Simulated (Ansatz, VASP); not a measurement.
# Cross-check of AgCl between VASP and Ansatz

Wanted: the spread between two codes on one cell, functional and k mesh.

Calculated with Ansatz 0.2.0; plane waves, with VASP 6.6.1 beside it; relaxation of cell and atoms at r2SCAN and relaxation of cell and atoms at PBE with D3(BJ).

## (1) The structure

It takes space group Fm-3m (No. 225, cubic). The conventional cell has a = 5.545 Å, b = 5.545 Å, c = 5.545 Å, α = 90.00°, β = 90.00°, γ = 90.00°. Nearest to Ag lie 6 Cl at 2.77 Å. Cl has 6 Ag at 2.77 Å nearest. Farther neighbours and most contacts between anions are not listed.

Coordinates:

```cif
data_structure
_symmetry_space_group_name_H-M 'P 1'
_symmetry_Int_Tables_number 1
_cell_length_a 3.9211
_cell_length_b 3.9211
_cell_length_c 3.9211
_cell_angle_alpha 60.000
_cell_angle_beta 60.000
_cell_angle_gamma 60.000
_cell_volume 42.63
loop_
_atom_site_label
_atom_site_type_symbol
_atom_site_fract_x
_atom_site_fract_y
_atom_site_fract_z
_atom_site_occupancy
Ag1 Ag 0.00000 0.00000 0.00000 1
Cl2 Cl 0.50000 0.50000 0.50000 1
```

## (2) VASP: relaxation of cell and atoms, r2SCAN

The relaxed volume is the usual yardstick between codes: its relative difference is about their pressure difference at one cell divided by the bulk modulus.

Lines of VASP's logs that name or quote its potential files are left out, and so is its time.

INCAR

```
SYSTEM = AgCl
PREC = Accurate
ENCUT = 520
EDIFF = 1E-06
NELM = 100
ISMEAR = -1
SIGMA = 0.05
LREAL = .FALSE.
ALGO = Normal
METAGGA = R2SCAN
LASPH = .TRUE.
NBANDS = 15
LORBIT = 11
LWAVE = .FALSE.
LCHARG = .FALSE.
KPAR = 2
IBRION = 2
NSW = 60
ISIF = 3
EDIFFG = -0.01
```

POSCAR

```
AgCl
1.0
    0.0000000000      2.7726629968      2.7726629968
    2.7726629968      0.0000000000      2.7726629968
    2.7726629968      2.7726629968      0.0000000000
Ag Cl
1 1
Direct
    0.0000000000      0.0000000000      0.0000000000
    0.5000000000      0.5000000000      0.5000000000
```

KPOINTS

```
Automatic mesh
0
Gamma
7 7 7
0 0 0
```

Potentials, in the order of the species: Ag and Cl (PBE family, release 64).

Started as:

```console
mpirun -np 2 vasp_std
```

Numbers of over 12 decimals in the logs are rounded to 6 here.

The log of the run:

```text
[banner, memory and clock lines left out]
running    2 mpi-ranks, on    1 nodes
 distrk:  each k-point on    1 cores,    2 groups
 distr:  one band on    1 cores,    1 groups

 POSCAR found type information on POSCAR AgCl
 POSCAR found :  2 types and       2 ions
|                                                                             |
|               ----> ADVICE to this user running VASP <----                  |
|                                                                             |
|     You enforced a specific xc type in the INCAR file but a different       |
|     [... a line on the potential file left out ...]
|     I HOPE YOU KNOW WHAT YOU ARE DOING!                                     |
|                                                                             |

 LDA part: xc-table for (None), standard interpolation
 POSCAR, INCAR and KPOINTS ok, starting setup
 FFT: planning ... GRIDC
 FFT: planning ... GRID_SOFT
 FFT: planning ... GRID
 WAVECAR not read
 entering main loop
       N       E                     dE             d eps       ncg     rms          rms(c)
DAV:   1     0.829699104934E+02    0.82970E+02   -0.88742E+03   600   0.111E+03
DAV:   2    -0.295062611828E+02   -0.11248E+03   -0.10208E+03   733   0.237E+02
DAV:   3    -0.336830573582E+02   -0.41768E+01   -0.41668E+01   733   0.502E+01
DAV:   4    -0.337129973742E+02   -0.29940E-01   -0.29938E-01   747   0.455E+00
DAV:   5    -0.337134463947E+02   -0.44902E-03   -0.44899E-03   789   0.570E-01    0.651E+00
DAV:   6    -0.287137391004E+02    0.49997E+01   -0.37355E+00   621   0.214E+01    0.611E+00
DAV:   7    -0.286544733394E+02    0.59266E-01   -0.17203E-01   684   0.440E+00    0.394E+00
DAV:   8    -0.286421498923E+02    0.12323E-01   -0.12062E-01   649   0.410E+00    0.812E-01
DAV:   9    -0.286438295966E+02   -0.16797E-02   -0.52133E-03   761   0.759E-01    0.391E-01
DAV:  10    -0.286431198155E+02    0.70978E-03   -0.19038E-03   740   0.504E-01    0.108E-01
DAV:  11    -0.286431257755E+02   -0.59600E-05   -0.52949E-04   726   0.195E-01    0.460E-02
DAV:  12    -0.286431180521E+02    0.77233E-05   -0.31214E-05   796   0.701E-02    0.185E-02
DAV:  13    -0.286431186123E+02   -0.56014E-06   -0.12088E-05   719   0.363E-02    0.246E-03
DAV:  14    -0.286431186411E+02   -0.28851E-07   -0.20407E-07   405   0.472E-03
   1 F= -.28643119E+02 E0= -.28643119E+02  d E =-.286431E+02
 curvature:   0.00 expect dE= 0.000E+00 dE for cont linesearch  0.000E+00
 trial: gam= 0.00000 g(F)=  0.147E-60 g(S)=  0.510E-04 ort = 0.000E+00 (trialstep = 0.100E+01)
 search vector abs. value=  0.510E-04
 bond charge predicted
       N       E                     dE             d eps       ncg     rms          rms(c)
DAV:   1    -0.286437499894E+02   -0.63138E-03   -0.11067E-02   614   0.107E+00    0.178E-01
DAV:   2    -0.286431699415E+02    0.58005E-03   -0.13735E-03   628   0.427E-01    0.536E-02
DAV:   3    -0.286431378054E+02    0.32136E-04   -0.11184E-04   712   0.917E-02    0.407E-02
DAV:   4    -0.286431382150E+02   -0.40960E-06   -0.58382E-06   761   0.256E-02
   2 F= -.28643138E+02 E0= -.28643138E+02  d E =-.195739E-04
 trial-energy change:   -0.000020  1 .order   -0.000026   -0.000051   -0.000001
 step:   1.0275(harm=  1.0275)  dis= 0.00000  next Energy=   -28.643145 (dE=-0.262E-04)
 reached required accuracy - stopping structural energy minimisation
```

Parts of OUTCAR (step 2):

```text
ion  position               nearest neighbor table
   1  0.000  0.000  0.000-   2 2.77   2 2.77   2 2.77   2 2.77   2 2.77   2 2.77
   2  0.500  0.500  0.500-   1 2.77   1 2.77   1 2.77   1 2.77   1 2.77   1 2.77

  LATTYP: Found a face centered cubic cell.
 ALAT       =     5.5453259936

 Subroutine GETGRP returns: Found 48 space group operations
 (whereof 48 operations were pure point group operations)

The static configuration has the point symmetry O_h .

 Found     20 irreducible k-points:

   k-points           NKPTS =     20   k-points in BZ     NKDIM =     20   number of bands    NBANDS=     15

   dimension x,y,z NGX =    30 NGY =   30 NGZ =   30
   dimension x,y,z NGXF=    60 NGYF=   60 NGZF=   60

   ENCUT  =  520.0 eV  38.22 Ry    6.18 a.u.   7.29  7.29  7.29*2*pi/ulx,y,z

   NELECT =      18.0000    total number of electrons

 k-points in reciprocal lattice and weights: Automatic mesh
   0.00000000  0.00000000  0.00000000       0.003
   0.14285714  0.00000000  0.00000000       0.023
   0.28571429  0.00000000  0.00000000       0.023
   0.42857143  0.00000000  0.00000000       0.023
   0.14285714  0.14285714  0.00000000       0.017
   0.28571429  0.14285714  0.00000000       0.070
   0.42857143  0.14285714  0.00000000       0.070
  -0.42857143  0.14285714  0.00000000       0.070
  -0.28571429  0.14285714  0.00000000       0.070
[...]
-0.42857143  0.42857143  0.14285714       0.070
  -0.28571429  0.42857143  0.14285714       0.070

 average (electrostatic) potential at core
       1 -78.1192       2 -94.8027

 E-fermi :   4.3323

 k-point     1 :       0.0000    0.0000    0.0000
  band No.  band energies     occupation
    ...
      5       1.1268      2.00000
      6       1.1268      2.00000
      7       1.1268      2.00000
      8       1.1777      2.00000
      9       1.1777      2.00000
     10       4.9905      0.00000
     11      14.9054      0.00000
     12      14.9054      0.00000
     13      14.9054      0.00000
     14      16.3317      0.00000
    ...

 k-point     2 :       0.1429    0.0000    0.0000
  band No.  band energies     occupation
    ...
      5       1.1961      2.00000
      6       1.1961      2.00000
      7       1.4248      2.00000
      8       2.0871      2.00000
      9       2.0871      2.00000
     10       5.8541      0.00000
     11      13.2719      0.00000
     12      14.5022      0.00000
     13      14.5022      0.00000
     14      16.2085      0.00000
    ...

 k-point     3 :       0.2857    0.0000    0.0000
  band No.  band energies     occupation
    ...
      5       1.3464      2.00000
      6       1.3464      2.00000
      7       1.6184      2.00000
      8       2.9478      2.00000
      9       2.9478      2.00000
     10       7.3581      0.00000
     11      11.5180      0.00000
     12      13.0029      0.00000
     13      13.0029      0.00000
     14      16.6707      0.00000
    ...

  Total       -0.0007105     -0.0007105     -0.0007105      0.0000000      0.0000000     -0.0000000
  in kB       -0.0267543     -0.0267543     -0.0267543      0.0000000      0.0000000     -0.0000000
  external PRESSURE =      -0.0267543 kB  Pullay stress =       0.0000000 kB

  energy-cutoff  :      520.00
  volume of cell :       42.55
      direct lattice vectors                 reciprocal lattice vectors
     0.000000000  2.770888199  2.770888199    -0.180447555  0.180447555  0.180447555
     2.770888199 -0.000000000  2.770888199     0.180447555 -0.180447555  0.180447555
     2.770888199  2.770888199 -0.000000000     0.180447555  0.180447555 -0.180447555

 POSITION                                       TOTAL-FORCE (eV/Angst)
 -----------------------------------------------------------------------------------
      0.00000      2.77089      2.77089        -0.000000      0.000000     -0.000000
      2.77089      2.77089      2.77089         0.000000     -0.000000      0.000000
 -----------------------------------------------------------------------------------
    total drift:                                0.000000      0.000000      0.000000

  FREE ENERGIE OF THE ION-ELECTRON SYSTEM (eV)
  ---------------------------------------------------
  free  energy   TOTEN  =       -28.6431382150 eV

  energy  without entropy=      -28.6431381969  energy(sigma->0) =      -28.64313821

 reached required accuracy - stopping structural energy minimisation

 total charge
# of ion       s       p       d       tot
------------------------------------------
    1        0.192   0.133   9.392   9.717
    2        1.609   3.518   0.000   5.127
--------------------------------------------------
tot          1.801   3.651   9.392  14.844

[... 3 further parts left out ...]
```

CONTCAR:

```
AgCl
   1.00000000000000
     0.0000000000000000    2.7708881992885148    2.7708881992885148
     2.7708881992885148   -0.0000000000000000    2.7708881992885148
     2.7708881992885148    2.7708881992885148   -0.0000000000000000
  Ag              Cl
     1     1
Direct
     1.0000000000000000    0.0000000000000000    0.0000000000000000
     0.5000000000000000    0.5000000000000000    0.5000000000000000
```

## (3) Ansatz: relaxation of cell and atoms, r2SCAN

Ansatz runs on its default PAW (the set named soft_2) files.

The same cell, functional, mesh and smearing now go to Ansatz, which takes its cutoff from its data sets.

input.yaml

```yaml
crystal:
  lattice:
    - [0.0, 2.7726629968, 2.7726629968]
    - [2.7726629968, 0.0, 2.7726629968]
    - [2.7726629968, 2.7726629968, 0.0]
  atoms:
    - { symbol: Ag, position: [0.0, 0.0, 0.0] }
    - { symbol: Cl, position: [0.5, 0.5, 0.5] }
hamiltonian:
  xc: r2scan
  pseudopotentials: { kind: paw }
kpoints:
  mp_grid: { grid: [7, 7, 7] }
scf:
  occupations: { method: fermi_dirac, width: 0.05 }
relax:
  f_tol: 0.01
  max_steps: 60
  cell: { stress_tol: 0.05 }
output:
  forces: true
  stress: true
```

Started as:

```console
ansatz run input.yaml --threads 4 --pin off --max-ram 9216MiB --backend cpu --events-out ev --progress --plain --runs-dir out
```

The log of the run:

```text
Engine: ansatz 0.2.0, x86_64-unknown-linux-gnu
Pseudopotentials: kind: paw
Pseudopotential: Ag, paw, valence charge 19, recommended cutoff 500 eV (meta_gga), Ag.paw.azcp
Pseudopotential: Cl, paw, valence charge 7, recommended cutoff 500 eV (meta_gga), Cl.paw.azcp
Functional definition: r2SCAN
  parameter k0 = 0.174
  parameter k1 = 0.065
  parameter a1 = 4.9479
  exchange = r2scan_x(k0 = k0, k1 = k1, a1 = a1)
  correlation = r2scan_c
Crystal: 2 atoms, lattice volume = 42.631 Å³
Basis set: ecut = 500 eV, 1067 PW (Γ), exchange–correlation on 120×120×120 points (64 copies of the dense FFT grid, shifted against one another)
Bands: 17, of which v1, the nominal top of the filled ones, is band 13 counted from 1 (12 counted from 0)
Symmetry: 48 space group operations
Space group: Fm-3m (ITA 225), of the structure as read, at distance tolerance 3.5e-5 Å
k-points: 20 of 343
Non-local potential: Ag, projectors of the file, l = 0: 3, l = 1: 2, l = 2: 2, l = 3: 1
Non-local potential: Cl, projectors of the file, l = 0: 2, l = 1: 2, l = 2: 2
PAW form: soft (Blöchl's): semilocal exchange-correlation on the pseudo side does not see the compensation charge
PAW frozen core: Ag, regenerated for the run's functional (the file was generated under x = pbe(κ = 0.804, μ = 0.219515), c = pbe(β = 0.066725))
PAW frozen core: Cl, regenerated for the run's functional (the file was generated under x = pbe(κ = 0.804, μ = 0.219515), c = pbe(β = 0.066725))
PAW one-centre angular grid: Ag, 590 points (default); XC on 160 Gauss nodes
PAW one-centre angular grid: Cl, 302 points (default); XC on 160 Gauss nodes
Initial density: superposition of atomic densities (neutral atoms: chi_scale 0, normalization atom), corrected by the library's trained network
Initial wavefunctions: pseudopotential atomic-orbital guess
Functional: x = r2scan, c = r2scan; τ floored in thin density (d = 2e-4 eV/Å³)
SCF iter   1: F=—  HF=-8688.745421 eV  |F-HF|=—  |Δ(HF+E_count)|=         —  Δρ=7.85e-3  dr2=1.90e-2  dr2_τ=5.34e-3  ethr=1.77e-3  ⟨swp⟩=5.7  Hψ=1694  notcnv=0
preconditioner: auto → none  [insulator: Δε(μ)=1.595 eV  Ē_g=11.697 eV  σ=0.050 eV  W_gap=1.00  n_scr=14 (ndim 8)  ℏωp=24.1 eV  f_vac=0.031  D(μ)=0.00/eV (n_scr^D=0)  ε∞_Penn≈5.3]
SCF iter   2: F=—  HF=-8688.747028 eV  |F-HF|=—  |Δ(HF+E_count)|=   1.61e-3  Δρ=4.26e-3  dr2=3.49e-3  dr2_τ=8.03e-4  ethr=7.32e-5  ⟨swp⟩=2.0  Hψ=688  notcnv=0
SCF iter   3: F=—  HF=-8688.746679 eV  |F-HF|=—  |Δ(HF+E_count)|=   3.49e-4  Δρ=1.98e-3  dr2=7.11e-4  dr2_τ=7.75e-5  ethr=1.34e-5  ⟨swp⟩=2.8  Hψ=559  notcnv=0
SCF iter   4: F=—  HF=-8688.746755 eV  |F-HF|=—  |Δ(HF+E_count)|=   7.64e-5  Δρ=8.05e-4  dr2=1.32e-4  dr2_τ=1.54e-5  ethr=2.73e-6  ⟨swp⟩=1.0  Hψ=340  notcnv=0
SCF iter   5: F=—  HF=-8688.746767 eV  |F-HF|=—  |Δ(HF+E_count)|=   1.21e-5  Δρ=1.63e-4  dr2=5.74e-6  dr2_τ=8.09e-7  ethr=5.08e-7  ⟨swp⟩=1.9  Hψ=493  notcnv=0
SCF iter   6: F=—  HF=-8688.746785 eV  |F-HF|=—  |Δ(HF+E_count)|=   1.78e-5  Δρ=1.98e-5  dr2=8.79e-8  dr2_τ=1.23e-8  ethr=3.85e-10  ⟨swp⟩=3.0  Hψ=1437  notcnv=0
SCF iter   7: F=-8688.746785 eV  HF=-8688.746785 eV  |F-HF|=9.64e-11  |Δ(HF+E_count)|=   3.86e-8  Δρ=9.91e-7  dr2=2.12e-10  dr2_τ=8.93e-11  ethr=3.38e-10  ⟨swp⟩=2.1  Hψ=1172  notcnv=0
SCF 1 converged in 7 iterations: F = -8688.746785 eV  dr2 = 2.12e-10
  greatest PAW one-centre occupation: 1.003 electrons in one spin orbital (limit 2), on the Ag atom at site 0 (counted from 0), in its partial waves of l = 1
relax step   1: F+E_penalty+E_count = -8688.74678528 eV  Δ(F+E_penalty+E_count) = +0.000e0 eV  max|allowed force component| = 1.814e-29 eV/Å  Δτ_max = 0.0000 Å  P = -0.006 GPa  Ω = 42.631 Å³  (7 SCF iters, dr2 threshold 1.00e-7 eV, accepted)
Initial density: handed on by an earlier stage of this run
Initial wavefunctions: pseudopotential atomic-orbital guess (no wavefunctions were taken with the density)
iter 1 solved again at ethr=5.89e-8 eV; its pass at ethr=3.10e-3 eV (dr2=1.53e-5 eV) is discarded
SCF iter   1: F=—  HF=-8688.746781 eV  |F-HF|=—  |Δ(HF+E_count)|=         —  Δρ=1.14e-6  dr2=2.49e-10  dr2_τ=1.07e-10  ethr=5.89e-8  ⟨swp⟩=3.0  Hψ=2611  notcnv=0
eigensolver tolerance schedule: the retry pair's looser diagonalisation over-reported the residual by 61522.25 of it (diagonalisation noise at an unbounded share of the residual, at the tolerance the schedule requests for it); recorded, not acted on — ethr = c·dr2/N_el stays at c = 1.0e-1
preconditioner: auto → none  [insulator: Δε(μ)=1.550 eV  Ē_g=11.630 eV  σ=0.050 eV  W_gap=1.00  n_scr=14 (ndim 8)  ℏωp=24.1 eV  f_vac=0.035  D(μ)=0.00/eV (n_scr^D=0)  ε∞_Penn≈5.3]
SCF iter   2: F=—  HF=-8688.746785 eV  |F-HF|=—  |Δ(HF+E_count)|=   4.65e-6  Δρ=6.03e-7  dr2=7.50e-11  dr2_τ=2.02e-11  ethr=1.00e-12  ⟨swp⟩=3.3  Hψ=845  notcnv=0
SCF iter   3: F=—  HF=-8688.746785 eV  |F-HF|=—  |Δ(HF+E_count)|=  3.64e-11  Δρ=3.16e-7  dr2=3.31e-11  dr2_τ=2.82e-12  ethr=1.00e-12  ⟨swp⟩=2.1  Hψ=461  notcnv=0
SCF iter   4: F=-8688.746785 eV  HF=-8688.746785 eV  |F-HF|=0.00e0  |Δ(HF+E_count)|=  3.64e-12  Δρ=9.32e-8  dr2=2.71e-12  dr2_τ=5.35e-13  ethr=1.00e-12  ⟨swp⟩=5.0  Hψ=1355  notcnv=0
SCF 2 converged in 4 iterations: F = -8688.746785 eV  dr2 = 2.71e-12
relax step   2: F+E_penalty+E_count = -8688.74678528 eV  Δ(F+E_penalty+E_count) = -8.913e-11 eV  max|allowed force component| = 2.196e-29 eV/Å  Δτ_max = 0.0000 Å  P = -0.006 GPa  Ω = 42.631 Å³  stress off target by 6.19e-3 GPa  SCF on the basis re-selected at this cell (its energy is not comparable with the rows above)  (4 SCF iters)
basis re-selected at this cell: Δ(F+E_penalty+E_count) = -8.913e-11 eV, ΔP = -0.000 GPa vs the last step (what re-selecting the basis moved, of the pressure what is left beyond the Pulay correction that the steps carried, after the strain that the cell walked since its last selection, with what the two solves' SCF thresholds leave and, on support functions, any second-order correction that the steps lacked; it is no  [...]
SCF converged after 4 iterations
Free energy (F): -8688.746785 eV
Harris-Foulkes:  -8688.746785 eV  (|F-HF|=0.00e0)
Internal energy: -8688.746785 eV  (E = F + TS)
E sigma→0 (E₀):  -8688.746785 eV
Entropy (-TS):   -0.000000 eV (-0.000 meV/atom)
Fermi energy:    8.590016 eV
--- Per-component energies (eV) ---
  E_band       = -382.108655
  E_kinetic    = 689.627943
  E_local      = -3214.619010  (includes V_loc(G=0)·N_el)
  E_nonlocal   = 114.254371
  E_hartree    = 1412.974720
  E_xc         = -280.435530
  E_vxc        = -394.108191  (∫ρ·V_xc dr)
  E_paw        = -4592.903437  (= ΣΔE_a)
  E_vpaw       = -428.697808  (= ΣTr[D̂ρ^β])
  E_aug_tail   = 0.000117  (compensation charges beyond the density's cutoff)
  E_vtau       = 25.484581  (kinetic-family band-sum trace: ∫τ·v_τ [+ j·A + Jᵃ·Aᵃ] dr)
  E_ewald      = -2817.000242
  E_core_change = -0.645718  (= ΣΔE_core)
  E_smearing   = -0.000000  (= −TS)
  E_closure    = -0.000000  (closes the sum)
  Σ components = -8688.746785   (vs F -8688.746785, Δ=0.00e0)
--- Forces (eV/Å), atoms counted from 1 ---
  atom   1  Ag    -0.00000000     0.00000000    -0.00000000
  atom   2  Cl     0.00000000    -0.00000000     0.00000000
  max |Σ_I F_I| component: 3.81e-29 eV/Å
--- Stress (GPa, compression-positive) ---
       -0.006193       0.000000       0.000000
        0.000000      -0.006193      -0.000000
       -0.000000       0.000000      -0.006193
  P = ⅓ Tr σ = -0.0062 GPa (-0.062 kbar)
--- Relaxed structure (1 steps of the walk, 1 accepted, 1 SCFs on fresh bases) ---
  F+E_penalty+E_count = -8688.74678528 eV   max|allowed force component| = 2.196e-29 eV/Å   (the final SCF, on the basis selected at the relaxed cell)
  cell:  # Å, volume = 42.6306 Å³
    - [0.0, 2.7726629968, 2.7726629968]
    - [2.7726629968, 0.0, 2.7726629968]
    - [2.7726629968, 2.7726629968, 0.0]
  atoms:
    - { symbol: Ag, position: [0.0, 0.0, 0.0] }
    - { symbol: Cl, position: [0.500000, 0.500000, 0.500000] }
```

Wall time 2.5 s (4 threads of Intel Xeon Platinum 8488C (Sapphire Rapids), shared host); peak memory 0.5 GiB; 5.4 s of CPU time.

## (4) Side by side

Known differences besides the potentials themselves: VASP keeps PBE cores, Ansatz makes them for the functional; both relaxations stop at a tolerance, which leaves soft axes loose, and VASP keeps its plane-wave basis; the data sets hold 26 valence electrons in Ansatz (default PAW (the set named soft_2) files) and 18 in VASP; the cutoff is 500 eV in Ansatz and 520 eV in VASP; Ansatz adds a Pulay correction to the stress that steers its cell, VASP none. Total energies have different zeros and are not compared.

Both answers:

```csv
quantity,Ansatz,VASP,difference
volume (Å³),42.63,42.55,+0.19 %
"edge a after relaxation, in the typed setting (Å)",3.921,3.919,+0.06 %
```

The walks stopped with -0.01 GPa left in Ansatz and 0.00 GPa in VASP; each walk ends within a tolerance, so the volume difference is uncertain by about these residues over the bulk modulus, most in soft cells.

(Part 1 of 2 ends here.)

[Lines on the potential files, build, host, timing and source positions are cut from VASP's logs without a mark.]

[Logs are printed without paths, hosts, clocks, repeated set-up lines and the standing remarks that a program may print on its own settings, such as how far it seeks lower states.]

[Hosts, paths, dates, database ids (printed as entryN), source tags and the programs' standing remarks are cut or masked in the printed files.]
